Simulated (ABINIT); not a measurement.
# NaCl (Fm-3m): G0W0 in ABINIT against the screening cutoff in the self-energy

How does the gap of NaCl (Fm-3m) converge in the screening cutoff in the self-energy?

Method: PBE and many-body steps on it, plane waves, in ABINIT 10.8.3.

Report form: the programs' logs are mostly left out.

The database entry behind the starting cell differs from later determinations by our own check (an axis about 0.4 % short against later determinations), so it need not match the best structure at ambient conditions.

## 1. Set-up

Symmetry: Fm-3m, No. 225, cubic system. Conventional cell: a = 5.620 Å, b = 5.620 Å, c = 5.620 Å, α = 90.00°, β = 90.00°, γ = 90.00°. Nearest to Na lie 6 Cl at 2.81 Å. Cl has 6 Na at 2.81 Å nearest. Farther neighbours and most contacts between anions are not listed.

The cell and positions come from the Crystallography Open Database and are kept as given unless a step says otherwise.

## 2. Screening, 4×4×4 mesh, 80 bands, screening to 176.9 eV

This step: ABINIT 10.8.3; RPA screening on PBE, plane waves, norm-conserving pseudopotentials.

The RPA dielectric matrix is built and inverted for each q.

Input file run.abi:

```
acell 3*1.0 Angstrom
rprim 
  0.000000000000 2.810000000000 2.810000000000
  2.810000000000 0.000000000000 2.810000000000
  2.810000000000 2.810000000000 0.000000000000
ntypat 2
znucl 11 17
natom 2
typat 1 2
xred 
  0.000000000000 0.000000000000 0.000000000000
  0.500000000000 0.500000000000 0.500000000000
pp_dirpath "pseudos"
pseudos "Na.upf, Cl.upf"
ecut 38
ngkpt 4 4 4
nshiftk 1
shiftk 0 0 0
kptopt 1
chksymbreak 0
istwfk *1
occopt 1
irdwfk 1
optdriver 3
nband 80
ecuteps 6.5
inclvkb 2
awtr 1
symchi 1
indata_prefix "in"
outdata_prefix "out"
tmpdata_prefix "tmp"
```

Started as:

```sh
$ OMP_NUM_THREADS=1 mpirun -n 4 abinit run.abi > log
```

Wall time 60 s (4 MPI ranks of Arm Neoverse N1, shared host); peak memory 0.74 GiB; 3.5 min of CPU time.

Numbers from this step:

| Property | Result |
| --- | --- |
| ε∞ with local fields, on this mesh, along the program's q direction | 2.381 |
| the same without local fields | 2.795 |
| plasma frequency | 22.30 eV |
| plane waves in the screening matrix | 259 |

Local fields lower ε∞ by 15 %. On a Γ-centred mesh this coarse the value itself is usually too large, while a short band sum pulls it down.

## 3. 0.7 Ha

This step: G0W0 on PBE, plane waves, norm-conserving pseudopotentials.

Edit run.abi of step 2 so:

```diff
@@ -23,8 +23,15 @@
 irdwfk 1
-optdriver 3
+optdriver 4
 nband 80
-ecuteps 6.5
-inclvkb 2
-awtr 1
-symchi 1
+gwcalctyp 0
+ecutsigx 38
+symsigma 1
+nkptgw 1
+kptgw 
+  0.0000000000 0.0000000000 0.0000000000
+bdgw 
+  6 12
+ecuteps 0.7
+irdscr 1
+ppmodel 1
 indata_prefix "in"
```

The job ended after 7 s (4 MPI ranks; peak memory 0.67 GiB).

This step gave:

| Quantity | Value |
| --- | --- |
| G0W0 gap on the points computed | 8.217 eV |
| starting gap on the mesh | 5.150 eV |
| k of the valence top | 0, 0, 0 |
| k of the conduction bottom | 0, 0, 0 |
| Z at the valence top | 0.865 |
| Z at the conduction bottom | 0.88 |
| least direct G0W0 gap on the computed points | 8.217 eV |

## 4. 1.3 Ha

Edit run.abi of step 3 so:

```diff
@@ -33,3 +33,3 @@
   6 12
-ecuteps 0.7
+ecuteps 1.3
 irdscr 1
```

It took 7.3 s on 4 MPI ranks; peak memory 0.67 GiB; 18 s of CPU time.

Numbers from this step:

| Item | Value |
| --- | --- |
| G0W0 gap on the points computed | 7.800 eV |
| starting gap on the mesh | 5.150 eV |
| k of the valence top | 0, 0, 0 |
| k of the conduction bottom | 0, 0, 0 |
| Z at the valence top | 0.844 |
| Z at the conduction bottom | 0.872 |
| least direct G0W0 gap on the computed points | 7.800 eV |

## 5. 2.3 Ha

The self-energy is evaluated for the states that the input lists, and the levels follow from it, in one-shot runs by the linearised quasiparticle equation.

Edit run.abi of step 4 so:

```diff
@@ -33,3 +33,3 @@
   6 12
-ecuteps 1.3
+ecuteps 2.3
 irdscr 1
```

Wall time 9.8 s (4 MPI ranks); peak memory 0.52 GiB.

This step gave:

```yaml
g0w0_gap_on_the_points_computed: 7.863 eV
starting_gap_on_the_mesh: 5.150 eV
k_of_the_valence_top: 0, 0, 0
k_of_the_conduction_bottom: 0, 0, 0
least_direct_g0w0_gap_on_the_computed_points: 7.863 eV
```

The gap on the mesh goes from 5.15 eV to 7.86 eV, a correction of +2.71 eV.

## 6. 3.2 Ha

Edit run.abi of step 5 so:

```diff
@@ -33,3 +33,3 @@
   6 12
-ecuteps 2.3
+ecuteps 3.2
 irdscr 1
```

Elapsed: 9.2 s, on 4 MPI ranks; peak memory 0.39 GiB.

This step gave:

| Item | Value |
| --- | --- |
| G0W0 gap on the points computed | 7.88 eV |
| starting gap on the mesh | 5.150 eV |
| k of the valence top | 0, 0, 0 |
| k of the conduction bottom | 0, 0, 0 |
| least direct G0W0 gap on the computed points | 7.88 eV |

Against the run before, the gap moves by +0.017 eV.

## 7. 4.9 Ha

Edit run.abi of step 6 so:

```diff
@@ -33,3 +33,3 @@
   6 12
-ecuteps 3.2
+ecuteps 4.9
 irdscr 1
```

Wall time 9.4 s (4 MPI ranks); peak memory 0.72 GiB.

This step gave:

| Quantity | Value |
| --- | --- |
| G0W0 gap on the points computed | 7.989 eV |
| starting gap on the mesh | 5.150 eV |
| k of the valence top | 0, 0, 0 |
| k of the conduction bottom | 0, 0, 0 |
| least direct G0W0 gap on the computed points | 7.989 eV |

Against the run before, the gap moves by +0.109 eV.

## 8. 6.5 Ha

Edit run.abi of step 7 so:

```diff
@@ -33,3 +33,3 @@
   6 12
-ecuteps 4.9
+ecuteps 6.5
 irdscr 1
```

Elapsed: 14 s, on 4 MPI ranks; peak memory 0.77 GiB.

This step gave:

- G0W0 gap on the points computed: 7.995 eV
- starting gap on the mesh: 5.150 eV
- k of the valence top: 0, 0, 0
- k of the conduction bottom: 0, 0, 0
- least direct G0W0 gap on the computed points: 7.995 eV

Against the run before, the gap moves by +0.006 eV.

## 9. Side by side

Times are wall times on 4 MPI ranks of Arm Neoverse N1, shared host. The host was busy with other work, so they are no guide to cost. A run's time includes the screening step that it read.

```tsv
run	mesh	bands	screening cutoff (eV)	DFT gap (eV)	gap on the mesh (eV)	direct (eV)	ε∞ used	time
0.7 Ha	4×4×4	80	19	5.150	8.217	8.217	2.38	67 s
1.3 Ha	4×4×4	80	35.4	5.150	7.800	7.800	2.38	67 s
2.3 Ha	4×4×4	80	62.6	5.150	7.863	7.863	2.38	69 s
3.2 Ha	4×4×4	80	87.1	5.150	7.880	7.880	2.38	69 s
4.9 Ha	4×4×4	80	133.3	5.150	7.989	7.989	2.38	69 s
6.5 Ha	4×4×4	80	176.9	5.150	7.995	7.995	2.38	73 s
```

## 10. Outcome

| Quantity | Value |
| --- | --- |
| 0.7 Ha | 8.217 eV |
| 1.3 Ha | 7.800 eV |
| 2.3 Ha | 7.863 eV |
| 3.2 Ha | 7.880 eV |
| 4.9 Ha | 7.989 eV |
| 6.5 Ha | 7.995 eV |
| known limits | not at the basis limit; coarse k mesh |

What this shows: The setting moved: screening cutoff in the self-energy. From 0.7 Ha to 6.5 Ha the gap moves by −0.22 eV, not steadily: it passes through 7.80 eV. It holds to 0.03 eV from 4.9 Ha on. Bands and screening cutoff are coupled, so a series along one setting does not show full convergence. Bands and cutoff are finite, so the gap is not at the basis limit. The miss can reach some tenths of an eV and take either sign; the mesh is an error of its own. In the G0W0 runs levels were corrected at 1 k point alone, so a gap called «on the mesh» is the least over those, and an edge elsewhere would be missed. The 4×4×4 mesh is coarse for this cell, which bears on the long-range parts of exchange and screening.

[Paths, hosts, dates, memory and timing lines, banners, echoed tables and standing remarks are left out of the program output.]

[Logs are printed without paths, hosts, clocks, repeated set-up lines and the standing remarks that a program may print on its own settings, such as how far it seeks lower states.]

[Runs of the session that timed out or met a known fault of the program may be left out.]

[Hosts, paths, dates, database ids (printed as entryN), source tags and the programs' standing remarks are cut or masked in the printed files.]

[G0W0 gaps are taken among the corrected bands and points alone; a level outside them can change the order at an edge.]

[Where Ansatz stands beside ABINIT at settings called matched, ABINIT's density can come from a denser mesh and the files from another edition; pairs whose starting gaps differed by over 0.03 eV were left out, so agreement reads better than it is.]
